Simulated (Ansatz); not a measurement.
## Fixed-spin-moment curve of Fe$_{3}$Co

Computed with Ansatz 0.2.0, DFT PBEsol, scalar-relativistic, plane waves, PAW.

```xyz
4
Lattice="4.0236 0.0000 0.0000 0.0000 4.0236 0.0000 0.0000 0.0000 2.8277" Properties=species:S:1:pos:R:3 pbc="T T T"
Fe    2.0118    2.0118    0.0000
Fe    2.0118    0.0000    1.4139
Fe    0.0000    2.0118    1.4139
Co    0.0000    0.0000    0.0000
```

```
plane-wave cutoff : 420 eV
Γ-centred k-mesh  : 10×10×14
occupation rule   : Gaussian smearing, 0.1 eV
```

The total moment of the cell is held at each value, at fixed atoms.

Site moments are spin moments in atom-centred spheres that scale with the neighbour distance.

```csv
held moment (μB/cell),E above lowest (meV/atom),P (GPa),site moments (μB)
0.00,524.0,-27.5,none over 0.05
5.00,241.1,-21.7,"Fe +1.63, Fe +1.41 (×2), Co +0.75"
7.50,53.9,-15.2,"Fe +1.81, Fe +2.19 (×2), Co +1.53"
10.00,0.0,-3.4,"Fe +2.63, Fe +2.76 (×2), Co +1.91"
15.00,2051.2,48.1,"Fe +3.68, Fe +3.67 (×2), Co +2.71"
17.50,4449.7,92.2,"Fe +4.11, Fe +4.10 (×2), Co +3.14"
20.00,7370.3,139.1,"Fe +4.53, Fe +4.52 (×2), Co +3.57"
```

Cost: 7 runs of about 6.4 core-minutes in all, on Intel Xeon Platinum 8488C (Sapphire Rapids) (shared hosts).